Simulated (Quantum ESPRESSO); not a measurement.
# Pt under changes of volume

One of the cells (15.080 Å³/atom); the others are scaled copies at fixed shape and fractional positions:

```
CELL_PARAMETERS angstrom
0.00000 1.96090 1.96090
1.96090 0.00000 1.96090
1.96090 1.96090 0.00000
ATOMIC_POSITIONS crystal
Pt 0.00000 0.00000 0.00000
```

```yaml
Program: Quantum ESPRESSO 7.5
Functional: r2SCAN
Potentials_or_basis: SG15 PBE 1.2
Cutoff: 952 eV
Density_cutoff: 3810 eV
k_mesh: 9 × 9 × 9
Occupations: fermi-dirac, width 0.05 eV
Spin: no spin polarisation
```

```csv
volume (Å³/atom),energy over the lowest point (meV/atom),pressure (GPa)
14.175,79.23,25.2
14.477,39.51,17.1
14.778,14.16,9.9
15.080,?,?
15.381,0.00,-2.0
15.683,8.39,-6.9
15.985,25.47,-11.2
```

**Question.** What does the run at 15.080 Å³/atom give?

**Answer.** Energy over the lowest point 1.48 meV/atom; pressure 3.6 GPa.

Worked out: A Birch-Murnaghan fit of order 3 (a polynomial in V^(-2/3)) to the other rows has its minimum at 15.27 Å³/atom with B0 = V·E''(V) = 277 GPa and B' = 5.3. It gives 1.49 meV/atom at 15.080 Å³/atom, against the run's 1.48, and -dE/dV = 3.6 GPa, against 3.6.

Energies are extrapolated to zero smearing.

Caveats: the potentials were made for another functional, which shifts forces and pressure.
